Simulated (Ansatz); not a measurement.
**Carbon, bcc under r²SCAN: from relaxation to bulk modulus**

The plan for carbon in the bcc structure: relax it, solve it on a dense k-mesh, switch on spin-orbit coupling, then scale the cell to 7 volumes from 88 to 112 % of the relaxed one and try a fit of the equation of state. The k-meshes are 18×18×18 for the relaxation; 30×30×30 for the dense run; 18×18×18 for spin-orbit coupling; 21×21×21 for the volumes.

Computed with Ansatz 0.2.0 (DFT r2SCAN, plane waves (500 eV) with PAW, scalar-relativistic; the PAW data stem from PBE, with regenerated cores, unless a step says otherwise).

## (1) The structure to begin with

Symmetry: Im-3m, No. 229, cubic system. The conventional cell has a = 2.365 Å, b = 2.365 Å, c = 2.365 Å, α = 90.00°, β = 90.00°, γ = 90.00°. C (site symmetry m-3m) has 8 C at 2.05 Å as nearest neighbours.

Coordinates:

```cif
data_structure
_symmetry_space_group_name_H-M 'Im-3m'
_symmetry_Int_Tables_number 229
_cell_length_a 2.3652
_cell_length_b 2.3652
_cell_length_c 2.3652
_cell_angle_alpha 90.000
_cell_angle_beta 90.000
_cell_angle_gamma 90.000
_cell_volume 13.23
loop_
_atom_site_label
_atom_site_type_symbol
_atom_site_symmetry_multiplicity
_atom_site_Wyckoff_symbol
_atom_site_fract_x
_atom_site_fract_y
_atom_site_fract_z
_atom_site_occupancy
C1 C 2 a 0.00000 0.00000 0.00000 1
```

## (2) Geometry optimisation

The input, input.yaml:

```yaml
crystal:
  lattice:
    - [-1.1826249197, 1.1826249197, 1.1826249197]
    - [1.1826249197, -1.1826249197, 1.1826249197]
    - [1.1826249197, 1.1826249197, -1.1826249197]
  atoms:
    - { symbol: C, position: [0.0, 0.0, 0.0] }
hamiltonian:
  xc: r2scan
  pseudopotentials:
    kind: paw
    azcp:
      C: "pseudopotentials/C.paw.azcp"
basis:
  ecutwfc: 500
  fft_grid_basis: typed
kpoints:
  mp_grid: { grid: [18, 18, 18], shift: [0, 0, 0] }
magnetization:
  spin_polarized: false
scf:
  occupations: { method: fermi_dirac, width: 0.1 }
relax:
  max_steps: 60
  f_tol: 0.01
  cell: {}
```

Run with:

```bash
$ ansatz run input.yaml --threads 1 --pin off --max-ram 3584MiB --backend cpu --events-out ev --progress --plain --runs-dir out
```

Log:

```text
Engine: ansatz 0.2.0, x86_64-unknown-linux-gnu
Pseudopotentials: kind: paw
Pseudopotential: C, paw, valence charge 4, recommended cutoff 500 eV (meta_gga), <dir>
Functional definition: r2SCAN
  parameter k0 = 0.174
  parameter k1 = 0.065
  parameter a1 = 4.9479
  exchange = r2scan_x(k0 = k0, k1 = k1, a1 = a1)
  correlation = r2scan_c
Crystal: 1 atoms, lattice volume = 6.616 Å³
Basis set: ecut = 500 eV, 177 PW (Γ), exchange–correlation on 60×60×60 points (64 copies of the dense FFT grid, shifted against one another)
Bands: 6, of which v1, the nominal top of the filled ones, is band 2 counted from 1 (1 counted from 0)
Symmetry: 48 space group operations
Space group: Im-3m (ITA 229), of the structure as read, at distance tolerance 1.9e-5 Å
k-points: 195 of 5832
Non-local potential: C, projectors of the file, l = 0: 2, l = 1: 2, l = 2: 1
PAW form: soft (Blöchl's): semilocal exchange-correlation on the pseudo side does not see the compensation charge
PAW frozen core: C, regenerated for the run's functional (the file was generated under x = pbe(κ = 0.804, μ = 0.2195149727645171), c = pbe(β = 0.06672455060314922))
PAW one-centre angular grid: C, 302 points (default); XC on 239 of its mesh's 2573 points in the sphere
Initial density: superposition of atomic densities (neutral atoms: chi_scale 0, normalization atom), corrected by the library's trained network
Initial wavefunctions: pseudopotential atomic-orbital guess
Functional: x = r2scan, c = r2scan; τ floored in thin density (d = 2e-4 eV/Å³)
SCF iter   1: F=—  HF=-247.023018 eV  |F-HF|=—  |Δ(HF+E_count)|=         —  Δρ=9.77e-3  dr2=2.62e-3  dr2_τ=7.66e-3  ethr=1.77e-3  ⟨swp⟩=4.9  Hψ=9463  notcnv=0
preconditioner: auto → none  [metal: Δε(μ)=0.022 eV  Ē_g=23.113 eV  σ=0.100 eV  W_gap=0.06  n_scr=0 (ndim 8)  ℏωp=28.9 eV  f_vac=0.000  D(μ)=0.30/eV (n_scr^D=0)]
SCF iter   2: F=—  HF=-247.050371 eV  |F-HF|=—  |Δ(HF+E_count)|=   2.74e-2  Δρ=4.27e-3  dr2=3.24e-4  dr2_τ=3.29e-5  ethr=6.56e-5  ⟨swp⟩=2.0  Hψ=3866  notcnv=0  defer=34
SCF iter   3: F=—  HF=-247.050734 eV  |F-HF|=—  |Δ(HF+E_count)|=   3.63e-4  Δρ=1.06e-3  dr2=1.82e-5  dr2_τ=3.43e-6  ethr=8.09e-6  ⟨swp⟩=2.3  Hψ=1512  notcnv=0  defer=34
SCF iter   4: F=—  HF=-247.050764 eV  |F-HF|=—  |Δ(HF+E_count)|=   2.97e-5  Δρ=1.11e-4  dr2=4.49e-7  dr2_τ=2.35e-8  ethr=4.56e-7  ⟨swp⟩=2.2  Hψ=1529  notcnv=0  defer=34
iter 5 did not close the SCF: its close was put off for the readings that it lacked (scf_convergence_deferred on its scf_iter line)
SCF iter   5: F=-247.050765 eV  HF=-247.050765 eV  |F-HF|=7.66e-8  |Δ(HF+E_count)|=   6.47e-7  Δρ=3.16e-5  dr2=3.64e-8  dr2_τ=2.86e-9  ethr=1.12e-8  ⟨swp⟩=2.1  Hψ=1531  notcnv=0  defer=34
SCF iter   6: F=-247.050765 eV  HF=-247.050765 eV  |F-HF|=2.05e-8  |Δ(HF+E_count)|=   6.68e-8  Δρ=1.58e-5  dr2=8.94e-9  dr2_τ=7.12e-10  ethr=9.09e-10  ⟨swp⟩=2.0  Hψ=3578  notcnv=0
SCF 1 converged in 6 iterations: F = -247.050765 eV  dr2 = 8.94e-9
relax step   1: F+E_penalty+E_count = -247.05076480 eV  Δ(F+E_penalty+E_count) = +0.000e0 eV  max|allowed force component| = 0.000e0 eV/Å  Δτ_max = 0.0000 Å  P = +5.530 GPa  Ω = 6.616 Å³  (6 SCF iters, dr2 threshold 1.00e-7 eV, accepted)
Crystal: 1 atoms, lattice volume = 6.708 Å³
Initial density: handed on by an earlier stage of this run
Initial wavefunctions: those handed on with the density
iter 1 solved again at ethr=1.58e-7 eV; its pass at ethr=3.10e-3 eV (dr2=6.32e-6 eV) is discarded
SCF iter   1: F=—  HF=-247.052510 eV  |F-HF|=—  |Δ(HF+E_count)|=         —  Δρ=4.33e-4  dr2=5.92e-6  dr2_τ=2.63e-4  ethr=1.58e-7  ⟨swp⟩=2.0  Hψ=11594  notcnv=0
preconditioner: auto → none  [metal: Δε(μ)=0.079 eV  Ē_g=22.871 eV  σ=0.100 eV  W_gap=0.19  n_scr=0 (ndim 8)  ℏωp=28.7 eV  f_vac=0.000  D(μ)=0.30/eV (n_scr^D=0)]
SCF iter   2: F=—  HF=-247.053104 eV  |F-HF|=—  |Δ(HF+E_count)|=   5.94e-4  Δρ=4.46e-4  dr2=7.75e-6  dr2_τ=1.75e-7  ethr=1.48e-7  ⟨swp⟩=2.0  Hψ=1592  notcnv=0
SCF iter   3: F=—  HF=-247.053110 eV  |F-HF|=—  |Δ(HF+E_count)|=   5.83e-6  Δρ=1.38e-4  dr2=6.25e-7  dr2_τ=2.22e-8  ethr=1.48e-7  ⟨swp⟩=2.4  Hψ=1561  notcnv=0
SCF iter   4: F=-247.053111 eV  HF=-247.053111 eV  |F-HF|=4.16e-8  |Δ(HF+E_count)|=   1.16e-6  Δρ=2.79e-5  dr2=2.70e-8  dr2_τ=1.35e-9  ethr=2.50e-9  ⟨swp⟩=2.0  Hψ=3721  notcnv=0
SCF 2 converged in 4 iterations: F = -247.053111 eV  dr2 = 2.70e-8
relax step   2: F+E_penalty+E_count = -247.05311082 eV  Δ(F+E_penalty+E_count) = -2.346e-3 eV  max|allowed force component| = 0.000e0 eV/Å  Δτ_max = 0.0000 Å  P = +2.782 GPa  Ω = 6.708 Å³  energy of the carried Pulay correction = -2.773e-5 eV  (4 SCF iters, dr2 threshold 1.00e-7 eV, accepted)
Crystal: 1 atoms, lattice volume = 6.804 Å³
iter 1 solved again at ethr=1.89e-7 eV; its pass at ethr=3.10e-3 eV (dr2=7.55e-6 eV) is discarded
SCF iter   1: F=—  HF=-247.053302 eV  |F-HF|=—  |Δ(HF+E_count)|=         —  Δρ=4.65e-4  dr2=7.08e-6  dr2_τ=2.71e-4  ethr=1.89e-7  ⟨swp⟩=2.1  Hψ=11567  notcnv=0
preconditioner: auto → none  [metal: Δε(μ)=0.017 eV  Ē_g=22.680 eV  σ=0.100 eV  W_gap=0.04  n_scr=0 (ndim 8)  ℏωp=28.5 eV  f_vac=0.000  D(μ)=0.31/eV (n_scr^D=0)]
SCF iter   2: F=—  HF=-247.053937 eV  |F-HF|=—  |Δ(HF+E_count)|=   6.35e-4  Δρ=4.70e-4  dr2=8.73e-6  dr2_τ=1.98e-7  ethr=1.77e-7  ⟨swp⟩=2.0  Hψ=1593  notcnv=0
SCF iter   3: F=—  HF=-247.053944 eV  |F-HF|=—  |Δ(HF+E_count)|=   7.17e-6  Δρ=1.35e-4  dr2=5.84e-7  dr2_τ=2.50e-8  ethr=1.77e-7  ⟨swp⟩=2.4  Hψ=1562  notcnv=0
SCF iter   4: F=-247.053945 eV  HF=-247.053945 eV  |F-HF|=3.17e-8  |Δ(HF+E_count)|=   1.21e-6  Δρ=2.31e-5  dr2=1.78e-8  dr2_τ=9.37e-10  ethr=2.50e-9  ⟨swp⟩=2.0  Hψ=3721  notcnv=0
SCF 3 converged in 4 iterations: F = -247.053945 eV  dr2 = 1.78e-8
relax step   3: F+E_penalty+E_count = -247.05394536 eV  Δ(F+E_penalty+E_count) = -8.345e-4 eV  max|allowed force component| = 0.000e0 eV/Å  Δτ_max = 0.0000 Å  P = +0.141 GPa  Ω = 6.804 Å³  energy of the carried Pulay correction = -5.618e-5 eV  (4 SCF iters, dr2 threshold 1.00e-7 eV, accepted)
Crystal: 1 atoms, lattice volume = 6.809 Å³
iter 1 solved again at ethr=1.72e-9 eV; its pass at ethr=3.10e-3 eV (dr2=6.88e-8 eV) is discarded
SCF iter   1: F=—  HF=-247.053944 eV  |F-HF|=—  |Δ(HF+E_count)|=         —  Δρ=4.33e-5  dr2=6.61e-8  dr2_τ=8.08e-7  ethr=1.72e-9  ⟨swp⟩=2.4  Hψ=11082  notcnv=0
preconditioner: auto → none  [metal: Δε(μ)=0.023 eV  Ē_g=22.677 eV  σ=0.100 eV  W_gap=0.06  n_scr=0 (ndim 8)  ℏωp=28.5 eV  f_vac=0.000  D(μ)=0.31/eV (n_scr^D=0)]
SCF iter   2: F=-247.053946 eV  HF=-247.053946 eV  |F-HF|=5.81e-8  |Δ(HF+E_count)|=   2.13e-6  Δρ=3.59e-5  dr2=4.78e-8  dr2_τ=1.19e-9  ethr=1.25e-9  ⟨swp⟩=2.0  Hψ=3730  notcnv=0
SCF 4 converged in 2 iterations: F = -247.053946 eV  dr2 = 4.78e-8
relax step   4: F+E_penalty+E_count = -247.05394626 eV  Δ(F+E_penalty+E_count) = -8.942e-7 eV  max|allowed force component| = 0.000e0 eV/Å  Δτ_max = 0.0000 Å  P = +0.003 GPa  Ω = 6.809 Å³  energy of the carried Pulay correction = -5.772e-5 eV  (2 SCF iters, dr2 threshold 5.00e-8 eV, accepted)
Basis set: ecut = 500 eV, 177 PW (Γ), exchange–correlation on 64×64×64 points (64 copies of the dense FFT grid, shifted against one another)
Initial wavefunctions: pseudopotential atomic-orbital guess (no wavefunctions were taken with the density)
iter 1 solved again at ethr=7.23e-8 eV; its pass at ethr=3.10e-3 eV (dr2=2.89e-6 eV) is discarded
SCF iter   1: F=—  HF=-247.054004 eV  |F-HF|=—  |Δ(HF+E_count)|=         —  Δρ=5.87e-5  dr2=6.17e-8  dr2_τ=1.75e-8  ethr=7.23e-8  ⟨swp⟩=2.2  Hψ=12473  notcnv=0
SCF iter   2: F=—  HF=-247.054003 eV  |F-HF|=—  |Δ(HF+E_count)|=   5.01e-7  Δρ=2.98e-5  dr2=1.37e-8  dr2_τ=3.51e-9  ethr=1.54e-9  ⟨swp⟩=2.0  Hψ=1564  notcnv=0
SCF iter   3: F=—  HF=-247.054003 eV  |F-HF|=—  |Δ(HF+E_count)|=   4.37e-8  Δρ=2.69e-6  dr2=1.10e-10  dr2_τ=2.34e-11  ethr=3.43e-10  ⟨swp⟩=2.0  Hψ=1568  notcnv=0
SCF iter   4: F=-247.054003 eV  HF=-247.054003 eV  |F-HF|=1.39e-12  |Δ(HF+E_count)|=  3.40e-10  Δρ=1.10e-7  dr2=1.33e-13  dr2_τ=7.13e-14  ethr=1.00e-12  ⟨swp⟩=5.0  Hψ=3370  notcnv=0
SCF 5 converged in 4 iterations: F = -247.054003 eV  dr2 = 1.33e-13
relax step   5: F+E_penalty+E_count = -247.05400319 eV  Δ(F+E_penalty+E_count) = -5.694e-5 eV  max|allowed force component| = 0.000e0 eV/Å  Δτ_max = 0.0000 Å  P = +0.008 GPa  Ω = 6.809 Å³  stress off target by 7.52e-3 GPa  SCF on the basis re-selected at this cell (its energy is not comparable with the rows above)  (4 SCF iters)
basis re-selected at this cell: Δ(F+E_penalty+E_count) = -5.694e-5 eV, ΔP = +0.004 GPa vs the last step (what re-selecting the basis moved, of the pressure what is left beyond the Pulay correction that the steps carried, after the strain that the cell walked since its last selection, with what the two solves' SCF thresholds leave and, on support functions, any second-order correction that the steps lacked; it is no measure of the basis error at this ecutwfc). The dense FFT grid was sized anew with the basis: this SCF ran on 16×16×16 points, the steps before it on 15×15×15, so part of this shift can come from that change (see relax.cell in the input reference). This SCF's stress stands 7.52e-3 GPa from its target on what of the cell is left free (relax.cell.stress_tol is 5.00e-2 GPa) and its largest allowed force component is 0.00e0 eV/Å (relax.f_tol is 1.00e-2 eV/Å): within both
SCF converged after 4 iterations
Free energy (F): -247.054003 eV
Harris-Foulkes:  -247.054003 eV  (|F-HF|=1.39e-12)
Internal energy: -247.043586 eV  (E = F + TS)
E sigma→0 (E₀):  -247.048795 eV
Entropy (-TS):   -0.010417 eV (-10.417 meV/atom)
Fermi energy:    11.296495 eV
--- Per-component energies (eV) ---
  E_band       = 14.316508
  E_kinetic    = 78.763609
  E_local      = -38.924152  (includes V_loc(G=0)·N_el)
  E_nonlocal   = 27.914828
  E_hartree    = 4.922170
  E_xc         = -45.191039
  E_vxc        = -62.650533  (∫ρ·V_xc dr)
  E_paw        = -98.947276  (= ΣΔE_a)
  E_vpaw       = -4.146787  (= ΣTr[D̂ρ^β])
  E_aug_tail   = 0.000001  (compensation charges beyond the density's cutoff)
  E_vtau       = 3.515200  (kinetic-family band-sum trace: ∫τ·v_τ [+ j·A + Jᵃ·Aᵃ] dr)
  E_ewald      = -175.556954
  E_core_change = -0.024774  (= ΣΔE_core)
  E_smearing   = -0.010417  (= −TS)
  E_closure    = 0.000000  (closes the sum)
  Σ components = -247.054003   (vs F -247.054003, Δ=0.00e0)
--- Forces (eV/Å), atoms counted from 1 ---
  atom   1  C     -0.00000000     0.00000000     0.00000000
  max |Σ_I F_I| component: 1.21e-32 eV/Å
--- Stress (GPa, compression-positive) ---
        0.007524      -0.000000      -0.000000
        0.000000       0.007524       0.000000
        0.000000       0.000000       0.007524
  P = ⅓ Tr σ = 0.0075 GPa (0.075 kbar)
--- Relaxed structure (4 steps of the walk, 4 accepted, 1 SCFs on fresh bases) ---
  F+E_penalty+E_count = -247.05400319 eV   max|allowed force component| = 0.000e0 eV/Å   (the final SCF, on the basis selected at the relaxed cell)
  cell:  # Å, volume = 6.8088 Å³
    - [-1.193998192311098, 1.193998192311098, 1.193998192311098]
    - [1.193998192311098, -1.193998192311098, 1.193998192311098]
    - [1.193998192311098, 1.193998192311098, -1.193998192311098]
  atoms:
    - { symbol: C, position: [0.0, 0.0, 0.0] }
```

It took 7.4 s on 1 thread of Intel Xeon Platinum 8259CL at 2.50GHz (Skylake/Cascade Lake), shared host; peak memory 0.48 GiB.

Relaxation path:

```csv
step,energy change (meV/atom),largest force (eV/Å),pressure (GPa),volume (Å³/atom)
1,0.00,0.0000,5.53,6.616
2,-2.35,0.0000,2.78,6.708
3,-3.18,0.0000,0.14,6.804
4,-3.18,0.0000,0.00,6.809
5,-3.24,0.0000,0.01,6.809
```

Steps that repeat a cell are solved on a basis chosen anew, so their changes of energy are no gain of the relaxation.

Changes in the cell that was computed:

|  | before | after | change |
| --- | --- | --- | --- |
| a (Å) | 2.048 | 2.068 | +1.0 % |
| b (Å) | 2.048 | 2.068 | +1.0 % |
| c (Å) | 2.048 | 2.068 | +1.0 % |
| volume (Å³/atom) | 6.616 | 6.809 | +2.9 % |
| shortest distance (Å) | 2.048 | 2.068 | +1.0 % |
| space group (spins left aside) | Im-3m | Im-3m | same |

## (3) Single point on a dense mesh

The input, input.yaml:

```yaml
crystal:
  lattice:
    - [-1.1939981923, 1.1939981923, 1.1939981923]
    - [1.1939981923, -1.1939981923, 1.1939981923]
    - [1.1939981923, 1.1939981923, -1.1939981923]
  atoms:
    - { symbol: C, position: [0.0, 0.0, 0.0] }
hamiltonian:
  xc: r2scan
  pseudopotentials:
    kind: paw
    azcp:
      C: "pseudopotentials/C.paw.azcp"
basis:
  ecutwfc: 500
  fft_grid_basis: typed
kpoints:
  mp_grid: { grid: [30, 30, 30], shift: [0, 0, 0] }
magnetization:
  spin_polarized: false
scf:
  occupations: { method: fermi_dirac, width: 0.1 }
```

Run with:

```bash
$ ansatz run input.yaml --threads 1 --pin off --max-ram 3584MiB --backend cpu --events-out ev --progress --plain --runs-dir out
```

Log, shortened:

```text
[...]
[... 3 set-up lines as earlier in the session ...]
[...]
Crystal: 1 atoms, lattice volume = 6.809 Å³
Basis set: ecut = 500 eV, 177 PW (Γ), exchange–correlation on 64×64×64 points (64 copies of the dense FFT grid, shifted against one another)
Bands: 6, of which v1, the nominal top of the filled ones, is band 2 counted from 1 (1 counted from 0)
[... 2 set-up lines as earlier in the session ...]
k-points: 752 of 27000
[...]
SCF iter   1: F=—  HF=-247.027139 eV  |F-HF|=—  |Δ(HF+E_count)|=         —  Δρ=9.64e-3  dr2=2.69e-3  dr2_τ=6.04e-3  ethr=1.77e-3  ⟨swp⟩=5.0  Hψ=36492  notcnv=0
[...]
SCF iter   6: F=-247.053009 eV  HF=-247.053009 eV  |F-HF|=2.11e-8  |Δ(HF+E_count)|=   6.61e-8  Δρ=1.59e-5  dr2=9.55e-9  dr2_τ=7.56e-10  ethr=9.32e-10  ⟨swp⟩=1.0  Hψ=12616  notcnv=0
[...]
SCF converged after 6 iterations
Free energy (F): -247.053009 eV
[...]
E sigma→0 (E₀):  -247.047285 eV
Entropy (-TS):   -0.011449 eV (-11.449 meV/atom)
Fermi energy:    11.241134 eV
[...]
```

Run time: 6 s. Hardware: 1 thread of Intel Xeon Platinum 8259CL at 2.50GHz (Skylake/Cascade Lake), shared host; peak memory 0.5 GiB.

## (4) A two-component run at the same geometry

Edit input.yaml of step 3 so:

```diff
@@ -10,3 +10,3 @@
   pseudopotentials:
-    kind: paw
+    kind: paw_fr
     azcp:
@@ -17,5 +17,6 @@
 kpoints:
-  mp_grid: { grid: [30, 30, 30], shift: [0, 0, 0] }
+  mp_grid: { grid: [18, 18, 18], shift: [0, 0, 0] }
 magnetization:
-  spin_polarized: false
+  noncollinear: true
+  spin_orbit: true
 scf:
```

Run with:

```bash
$ ansatz run input.yaml --threads 1 --pin off --max-ram 3584MiB --backend cpu --events-out ev --progress --plain --runs-dir out
```

Log, shortened:

```text
[...]
Pseudopotentials: kind: paw_fr
Pseudopotential: C, paw_fr, valence charge 4, recommended cutoff 500 eV (meta_gga), <dir>
[... 1 set-up line as earlier in the session ...]
[...]
non-collinear run that drives no moment, with spin-orbit: no starting moment large enough to seed its density (crystal.atoms[].spin), no starting occupations that ask for one, no magnetisation constraint and no magnetic field, so the semilocal B_xc is pinned to zero
Crystal: 1 atoms, lattice volume = 6.809 Å³
Basis set: ecut = 500 eV, 177 PW (Γ), exchange–correlation on 64×64×64 points (64 copies of the dense FFT grid, shifted against one another)
Bands: 12, of which v1, the nominal top of the filled ones, is band 4 counted from 1 (3 counted from 0)
Symmetry: 48 space group operations + 48 with time reversal
Magnetic group: BNS 229.141 (UNI 1643), of the structure as read, at distance tolerance 1.9e-5 Å
k-points: 195 of 5832
Projection manifold: j_resolved (fully-relativistic pseudo-atomic orbitals)
[...]
SCF iter   1: F=—  HF=-246.998259 eV  |F-HF|=—  |Δ(HF+E_count)|=         —  Δρ=2.37e-2  dr2=1.48e-2  dr2_τ=1.44e-3  dr2_m=0.00e0 (ungated)  ethr=3.69e-4  |M|=0.00e0 ∫|m|=0.00e0 μB  |m|>n=0.0e0 m-floor=0.0e0 τ_xc=0.0e0  β_m=0.30  ⟨swp⟩=1.4  Hψ=8910  notcnv=0
[...]
SCF iter   6: F=-247.042263 eV  HF=-247.042263 eV  |F-HF|=2.04e-9  |Δ(HF+E_count)|=   4.11e-8  Δρ=4.00e-6  dr2=5.09e-10  dr2_τ=1.56e-11  dr2_m=0.00e0 (ungated)  ethr=1.04e-10  |M|=0.00e0 ∫|m|=0.00e0 μB  |m|>n=0.0e0 m-floor=0.0e0 τ_xc=0.0e0  ⟨swp⟩=1.0  Hψ=3347  notcnv=0
[...]
SCF converged after 6 iterations
Magnetization: |M| = 0.0000 μB,  M = (+0.0000, +0.0000, +0.0000) μB
Absolute magnetization: 0.0000 μB (∫|m|)
  site 0: m = (+0.0000, +0.0000, +0.0000) μB, |m| = 0.0000 μB  (R = 0.85 Å)
Free energy (F): -247.042263 eV
[...]
E sigma→0 (E₀):  -247.037055 eV
Entropy (-TS):   -0.010417 eV (-10.417 meV/atom)
Fermi energy:    11.296590 eV
[...]
```

Wall time 7.3 s (1 thread of Intel Xeon Platinum 8259CL at 2.50GHz (Skylake/Cascade Lake), shared host); peak memory 0.43 GiB.

Side by side:

```csv
,scalar-relativistic,with spin-orbit coupling
k-mesh,30×30×30,18×18×18
gap on the mesh,none (levels filled in part),none (levels filled in part)
```

The meshes differ, so small differences between the columns need not come from spin-orbit coupling.

(Part 1 of 2 ends here.)
